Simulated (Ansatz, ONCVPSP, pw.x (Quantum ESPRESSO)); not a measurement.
Cu (Z = 29): does the ONCV potential hold in the solid?

```
Element                 : copper
Generator               : ONCVPSP 4.0.1.1 (patched build)
Type                    : optimised norm-conserving Vanderbilt (ONCV)
Functional              : PBE
Relativity              : scalar-relativistic
Frozen core             : [Ne]
Valence charge          : 19
Reference configuration : 3s2 3p6 3d10 4s1
Partial waves           : 3s+4s: rc 1.30 bohr, ncon 4, nbas 7, qcut 9.4 1/bohr, 2 projectors; 3p: rc 1.05 bohr, ncon 3, nbas 6, qcut 13.8 1/bohr, 3 projectors, debl 0.9 Ha; 3d: rc 1.40 bohr, ncon 4, nbas 9, qcut 11.8 1/bohr, 2 projectors, debl 2.7 Ha
Local potential         : polynomial inside 0.80 bohr (lpopt 5, dvloc0 0 Ha)
Core correction         : none
```

In the p channel the program set the typed energies aside and used -2.651, 0.250, 1.150 Ha.

Atomic tests: cutoffs needed: 54 Ha and 60 Ha (the cutoffs (Ha) at which the residual kinetic energy of the hardest occupied pseudo-wave falls to 1 and 0.1 mHa per electron); ghost test: no bound ghost flagged; no localised positive-energy state flagged; configuration tests: 1 of 4 tests not solved or not reliable.

Crystal test: bcc Cu in pw.x 7.5, no spin, 16³ k-points, Fermi–Dirac smearing 0.01 Ry, cutoffs 140/560 Ry. The reference is all-electron LAPW (Ansatz 0.2.0) with the same functional, mesh and smearing; V0 and B0 come from Birch–Murnaghan fits to the pressures at five volumes. Errors are pseudo minus all-electron; Δ is the rms difference of the E(V) curves that follow from these fits, minima aligned, over ±6 % about the mean V0. Mesh and smearing are coarse, so the numbers serve the comparison and aren't converged zero-temperature values; the lattice is a test structure that the element need not adopt.

```tsv
V (Å³/atom)	P all-electron (GPa)	P pseudo (GPa)
11.418	7.97	6.66
11.719	3.63	1.04
12.019	-0.10	-3.76
12.319	-3.30	-7.83
12.620	-6.04	-11.28
```

All-electron: a0 = 2.885 Å (V0 = 12.01 Å³/atom), B0 = 138.4 GPa.

Pseudopotential: mean pressure error (GPa): -3.47; a0 (Å): 2.867; a0 error (%): -0.65; B0 error (%): +42.2; Δ (meV/atom): 8.5. This is a poor potential for the solid. Atomic configuration tests: 1 of 4 tests not solved or not reliable.

Q: At the middle volume, how do free energy and pressure move when the wave cutoff is lowered (ecutrho kept at four times it)?

A:

| cutoff (Ry) | shift of F (meV/atom) | shift of P (GPa) |
| --- | --- | --- |
| 63 | +38636.4 | -1738.95 |
| 84 | +5463.2 | -444.59 |
| 112 | +119.2 | -20.65 |

The run at the middle volume (145 k-points, 10 iterations) took about 79 s on one core of a shared host (Neoverse-V1, 32 threads, 247 GiB, load 9).
